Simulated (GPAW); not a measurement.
# Cr (Im-3m) in GPAW: further runs

Aim: see how the results for Cr move with the level of theory and the settings. Levels: PBE, LDA. Tasks: single point.

All numbers are computed with GPAW 26.7.0; they aren't measurements. Logs are shortened: lines on timing, memory, paths and dates and some standing lists are left out, and cuts for length are marked. The log counts tension as positive stress, the text compression.

### Step 1. The structure

It takes space group Im-3m (No. 229, cubic). Conventional cell: a = 2.969 Å, b = 2.969 Å, c = 2.969 Å, α = 90.00°, β = 90.00°, γ = 90.00°. Cr (site symmetry m-3m) is surrounded by 8 Cr at 2.57 Å.

### Step 2. Single point, PBE, collinear spin, ferromagnetic start

Input file run.py:

```python
from ase.dft.bandgap import bandgap
from ase.io import read, write
from ase.units import GPa
from gpaw import GPAW, PW

atoms = read('POSCAR')
atoms.set_initial_magnetic_moments([4.0])

calc = GPAW(mode=PW(450),
            xc='PBE',
            kpts={'size': (10, 10, 10), 'gamma': True},
            occupations={'name': 'fermi-dirac', 'width': 0.05},
            setups={'Cr': 'v3'},
            nbands=-8,
            maxiter=120,
            txt='gpaw.txt')
atoms.calc = calc
energy = atoms.get_potential_energy()
forces = atoms.get_forces()
stress = atoms.get_stress()
calc.write('gs.gpw')
write('result.traj', atoms)
print(f'Energy: {energy:.6f} eV')
print('Forces (eV/A):')
print(forces.round(4))
print('Stress (GPa):', (stress / GPa).round(3))
print('Moments:', calc.get_magnetic_moments().round(3))
print('Fermi level:', round(calc.get_fermi_level(), 4), 'eV')
print(f'Gap: {bandgap(calc)[0]:.4f} eV, direct: {bandgap(calc, direct=True)[0]:.4f} eV')
```

Input file POSCAR:

```
Cr
1.0
   -1.4844496776      1.4844496776      1.4844496776
    1.4844496776     -1.4844496776      1.4844496776
    1.4844496776      1.4844496776     -1.4844496776
Cr
1
Direct
    0.0000000000      0.0000000000      0.0000000000
```

Potentials or basis: GPAW PAW data sets (gpaw-data 1.2.1), newer versions, pw.

On the command line:

```
OMP_NUM_THREADS=1 python run.py
```

gpaw.txt:

```text
__  _  _
 | _ |_)|_||  |
 |__||  | ||/\| - 26.7.0

Input parameters:
  mode=PW(ecut=450.00000000000006),
  kpts=MonkhorstPack(size=(10, 10, 10), gamma=True),
  maxiter=120,
  nbands=-8,
  occupations=Occupations(name='fermi-dirac', width=0.05),
  setups={'Cr': 'v3'},
  xc=XC(name='PBE')

Diagonalizing LCAO Hamiltonian
Converting LCAO to pw mode

       Cr

Atoms  # Å, Bohr magnetons
|   | symbol |        x |        y |        z |    initial magnetic moments |
|---|--------|----------|----------|----------|-----------------------------|
| 0 |     Cr | 0.000000 | 0.000000 | 0.000000 | ( 0.0000,  0.0000,  4.0000) |

Unit cell  # Å
| periodic |         x |         y |         z |  lengths |     angles |
|----------|-----------|-----------|-----------|----------|------------|
|      yes | -1.484450 |  1.484450 |  1.484450 | 2.571142 | 109.471221 |
|      yes |  1.484450 | -1.484450 |  1.484450 | 2.571142 | 109.471221 |
|      yes |  1.484450 |  1.484450 | -1.484450 | 2.571142 | 109.471221 |

Number of symmetries: 48
Symmetry operations  # r_c * U_cc + t_c -> r_c
|    | kind |            matrix            |
|----|------|------------------------------|
|  0 |  σ   |  1, 1, 1,  0, 0,-1,  0,-1, 0 |
|  1 |  C4  |  1, 1, 1,  0, 0,-1, -1, 0, 0 |
|  2 |  C2  |  1, 1, 1,  0,-1, 0,  0, 0,-1 |
|  3 |  S6  |  1, 1, 1,  0,-1, 0, -1, 0, 0 |
|  4 |  S6  |  1, 1, 1, -1, 0, 0,  0, 0,-1 |
|  5 |  C4  |  1, 1, 1, -1, 0, 0,  0,-1, 0 |
|  6 |  E   |  1, 0, 0,  0, 1, 0,  0, 0, 1 |
|  7 |  σ   |  1, 0, 0,  0, 1, 0, -1,-1,-1 |
|  8 |  σ   |  1, 0, 0,  0, 0, 1,  0, 1, 0 |
|  9 |  C3  |  1, 0, 0,  0, 0, 1, -1,-1,-1 |
| 10 |  C3  |  1, 0, 0, -1,-1,-1,  0, 1, 0 |
| 11 |  σ   |  1, 0, 0, -1,-1,-1,  0, 0, 1 |
| 12 |  σ   |  0, 1, 0,  1, 0, 0,  0, 0, 1 |
| 13 |  C2  |  0, 1, 0,  1, 0, 0, -1,-1,-1 |
| 14 |  C3  |  0, 1, 0,  0, 0, 1,  1, 0, 0 |
| 15 |  S4  |  0, 1, 0,  0, 0, 1, -1,-1,-1 |
| 16 |  S4  |  0, 1, 0, -1,-1,-1,  1, 0, 0 |
| 17 |  C3  |  0, 1, 0, -1,-1,-1,  0, 0, 1 |
| 18 |  C3  |  0, 0, 1,  1, 0, 0,  0, 1, 0 |
| 19 |  S4  |  0, 0, 1,  1, 0, 0, -1,-1,-1 |
| 20 |  σ   |  0, 0, 1,  0, 1, 0,  1, 0, 0 |
| 21 |  C3  |  0, 0, 1,  0, 1, 0, -1,-1,-1 |
| 22 |  C2  |  0, 0, 1, -1,-1,-1,  1, 0, 0 |
| 23 |  S4  |  0, 0, 1, -1,-1,-1,  0, 1, 0 |
| 24 |  C4  |  0, 0,-1,  1, 1, 1,  0,-1, 0 |
| 25 |  σ   |  0, 0,-1,  1, 1, 1, -1, 0, 0 |
| 26 |  S6  |  0, 0,-1,  0,-1, 0,  1, 1, 1 |
| 27 |  C2  |  0, 0,-1,  0,-1, 0, -1, 0, 0 |
| 28 |  C4  |  0, 0,-1, -1, 0, 0,  1, 1, 1 |
| 29 |  S6  |  0, 0,-1, -1, 0, 0,  0,-1, 0 |
| 30 |  S6  |  0,-1, 0,  1, 1, 1,  0, 0,-1 |
| 31 |  C4  |  0,-1, 0,  1, 1, 1, -1, 0, 0 |
| 32 |  C4  |  0,-1, 0,  0, 0,-1,  1, 1, 1 |
| 33 |  S6  |  0,-1, 0,  0, 0,-1, -1, 0, 0 |
| 34 |  σ   |  0,-1, 0, -1, 0, 0,  1, 1, 1 |
| 35 |  C2  |  0,-1, 0, -1, 0, 0,  0, 0,-1 |
| 36 |  C2  | -1, 0, 0,  1, 1, 1,  0, 0,-1 |
| 37 |  S6  | -1, 0, 0,  1, 1, 1,  0,-1, 0 |
| 38 |  S6  | -1, 0, 0,  0, 0,-1,  1, 1, 1 |
| 39 |  C2  | -1, 0, 0,  0, 0,-1,  0,-1, 0 |
| 40 |  C2  | -1, 0, 0,  0,-1, 0,  1, 1, 1 |
| 41 |  i   | -1, 0, 0,  0,-1, 0,  0, 0,-1 |
| 42 |  S4  | -1,-1,-1,  1, 0, 0,  0, 1, 0 |
| 43 |  C3  | -1,-1,-1,  1, 0, 0,  0, 0, 1 |
| 44 |  C3  | -1,-1,-1,  0, 1, 0,  1, 0, 0 |
| 45 |  σ   | -1,-1,-1,  0, 1, 0,  0, 0, 1 |
| 46 |  S4  | -1,-1,-1,  0, 0, 1,  1, 0, 0 |
| 47 |  C2  | -1,-1,-1,  0, 0, 1,  0, 1, 0 |

BZ-sampling:
  Number of BZ points: 1000
  Number of IBZ points: 47

  Monkhorst-Pack size: [10, 10, 10]
  Monkhorst-Pack shift: [0.05, 0.05, 0.05]

K-points  # in reciprocal-cell coordinates
|     |                                coordinates |     weight |
|-----|--------------------------------------------|------------|
|   0 | (  0.00000000,   0.00000000,   0.00000000) | 0.00100000 |
|   1 | (  0.10000000,   0.00000000,   0.00000000) | 0.01200000 |
|   2 | (  0.10000000,   0.10000000,  -0.10000000) | 0.00600000 |
|   3 | (  0.20000000,   0.00000000,  -0.10000000) | 0.02400000 |
|   4 | (  0.20000000,   0.00000000,   0.00000000) | 0.01200000 |
|   5 | (  0.20000000,   0.10000000,  -0.10000000) | 0.02400000 |
|   6 | (  0.20000000,   0.20000000,  -0.20000000) | 0.00600000 |
|   7 | (  0.30000000,  -0.10000000,  -0.10000000) | 0.00800000 |
|   8 | (  0.30000000,   0.00000000,  -0.10000000) | 0.04800000 |
|   9 | (  0.30000000,   0.00000000,   0.00000000) | 0.01200000 |
| ... |                                            |            |
|  46 | (  0.50000000,   0.50000000,   0.50000000) | 0.00100000 |

Plane wave coefficients: 321
Cutoff: 450.00000000000006 eV

Spin-components: 2 (collinear spins)
Bands:           17
Projectors:      6
Spin-degeneracy: 1
Datatype:        complex128

Parallelization:
  kpt:    1
  domain: 1
  band:   1

Density:
  Valence electrons: 14.0
  Components: 2
  Grid points: [14 14 14]
  Charge: 0.0  # |e|

Potential:
  Grid points: [14 14 14]

species:
  Cr:
    name:    Chromium
    Z:       24.0
    valence: 14
    core:    10
    charge:  0.0  # [|e|]
    compensation charges:
      type: gauss
      rc: 0.32  # [Å]
      lmax: 2
    cutoffs:
      filter: 2.13  # [Å]
      core: 0.92  # [Å]
    projectors
    | kind |    occ | energy [eV] | rcut [Å] |
    |------|--------|-------------|----------|
    |   3s |  2.000 |     -73.991 |    1.058 |
    |   4s |  1.000 |      -4.007 |    1.058 |
    |   3p |  6.000 |     -45.444 |    1.217 |
    |   4p |  0.000 |      -0.989 |    1.217 |
    |   3d |  5.000 |      -2.913 |    1.111 |
    |    d |        |      24.298 |    1.111 |

    Using partial waves for Cr as LCAO basis

Reference energy: -28586.150033  # eV

eigensolver:
  PPCG
  Converge bands: occupied
  niter=2

density mixing:
  MSR1-Mixer
  Pratt-step length: 0.05
  Maximum mixing coefficient: 0.75
  Old densities: 10
  SVD Regularization: 0.005
  Good broyden scale: 1.0
  Trust region scale: 1.0
  Backstep threshold: 4.0
  History deletion threshold: 6.0
  Fourier metric: weight=20.0, sigma=0.015

occupation numbers:
  Fermi-Dirac:
    width: 0.0500  # eV

poisson solver:
  ecut: 3600.0000000000005  # eV

xc functional:
  name: PBE with 2 nearest neighbor stencil

convergence criteria:
- Maximum [total energy] change in last 3 cyles: 0.0005 eV / valence electron
- Maximum integral of absolute [dens]ity change: 0.0001 electrons / valence electron
- Maximum integral of absolute [eigenst]ate change: 4e-08 eV^2 / valence electron
maximum number of iterations: 120

SCF iterations
|iter     | |      energy | eigst |  dens |  magmom |
|---------|-|-------------|-------|-------|---------|
|iter:   1| |   -7.836507 | -0.97 |       |  +3.9960|
|iter:   2| |   -7.890616 | -3.76 | -0.83 |  +3.9103|
|iter:   3| |-50972272.730710 | +6.91 | -0.84 |-44952.6002|
|iter:   4| |   -8.854350 | +1.72 | +3.58 |  +1.7589|
|iter:   5| |   -9.218836 | -1.04 | -1.08 |  -0.8048|
|iter:   6| |   -9.278253 | -2.44 | -1.20 |  +0.8862|
|iter:   7| |   -9.297134 | -4.47 | -1.16 |  +0.7636|
|iter:   8| |   -9.346415 | -3.16 | -1.22 |  +0.0973|
|iter:   9| |   -9.346156 | -4.57 | -2.09 |  +0.0692|
|iter:  10| |   -9.346807c| -4.70 | -2.39 |  -0.0060|
|iter:  11| |   -9.346783c| -6.13 | -3.01 |  -0.0186|
|iter:  12| |   -9.346826c| -6.42 | -2.92 |  -0.0037|
|iter:  13| |   -9.346826c| -7.38 | -3.67 |  +0.0007|
|iter:  14| |   -9.346824c| -8.44c| -4.13c|  +0.0000|

Converged in 14 steps
Energy contributions relative to reference atoms: (reference = -28586.150033)

Energy contributions:
  Kinetic:          -3.380151
  Coulomb:          -3.424734
  Zero:              0.165562
  External:          0.000000
  Xc:               -2.703527
  Entropy:          -0.007949
  Spinorbit:         0.000000
  ----------------------------
  Free energy:      -9.350798
  Extrapolated:     -9.346824

dipole moment: (-4.820040, -4.820040, -4.820040)  # |e|*Ang

Total magnetic moment: (0.000000, 0.000000, 0.000004)

Local magnetic moments
|        x |        y |        z |
|----------|----------|----------|
| 0.000000 | 0.000000 | 0.000041 |  # Cr   0

Fermi level: 10.702
Eigenvalues  # (at kpt = [0.000, 0.000, 0.000])
| band index |      eig [eV] | occ [0-1] |      eig [eV] | occ [0-1] |
|------------|---------------|-----------|---------------|-----------|
|          0 |       -61.277 |     1.000 |       -61.277 |     1.000 |
|          1 |       -32.203 |     1.000 |       -32.203 |     1.000 |
|          2 |       -32.203 |     1.000 |       -32.203 |     1.000 |
|          3 |       -32.203 |     1.000 |       -32.203 |     1.000 |
|          4 |         3.257 |     1.000 |         3.257 |     1.000 |
|          5 |         9.899 |     1.000 |         9.899 |     1.000 |
[... 9 lines left out ...]
|         15 |        41.063 |     0.000 |        41.063 |     0.000 |
|         16 |        41.063 |     0.000 |        41.063 |     0.000 |

No gap
No difference between direct/indirect transitions

Forces  # eV/Ang
|       x |       y |       z |
|---------|---------|---------|
| 0.00000 | 0.00000 | 0.00000 |  # Cr   0

Stress tensor  # eV/Ang^3
|        x |         y |         z |
|----------|-----------|-----------|
| 0.156035 |  0.000000 |  0.000000 |
| 0.000000 |  0.156035 | -0.000000 |
| 0.000000 | -0.000000 |  0.156035 |

# Writing to gs.gpw (mode='')
```

Wall time 20 s (1 thread of Arm Neoverse V1, shared host); peak memory 0.13 GiB.

Results:

| Item | Value |
| --- | --- |
| Free energy | -9.3508 eV |
| Pressure | -25.0 GPa |
| Band gap on the k mesh | none (metal or under the smearing width) |
| Net moment | 0.00 μB per cell |

Levels at points of the mesh, in eV from the Fermi level:
Spin up:
| k point | band 5 | band 6 | band 7 | band 8 | band 9 | band 10 |
| --- | --- | --- | --- | --- | --- | --- |
| (0.00, 0.00, 0.00) | -7.45 | -0.80 | -0.80 | -0.80 | 0.94 | 0.94 |
| (0.50, 0.50, 0.00) | -3.88 | -2.09 | 0.81 | 0.92 | 1.21 | 2.34 |
| (0.50, 0.50, 0.50) | -3.63 | -3.63 | 2.02 | 2.02 | 2.02 | 9.51 |
Spin down:
```
           k point  band 4  band 5  band 6  band 7  band 8  band 9  band 10  band 11
(0.00, 0.00, 0.00)  -42.90   -7.45   -0.80   -0.80   -0.80    0.94     0.94    21.32
(0.50, 0.50, 0.00)  -42.91   -3.88   -2.09    0.81    0.92    1.21     2.34     8.46
(0.50, 0.50, 0.50)  -43.33   -3.63   -3.63    2.02    2.02    2.02     9.51     9.51
```

Caveat: the cutoff is short for stress and forces, so pressures can be off by a GPa or more; the starting moments collapsed, and a magnetic state may lie lower; so large a pressure means that the cell lies far from this level's equilibrium, or that cutoff or potentials fall short.

[end of part 1 of 2]
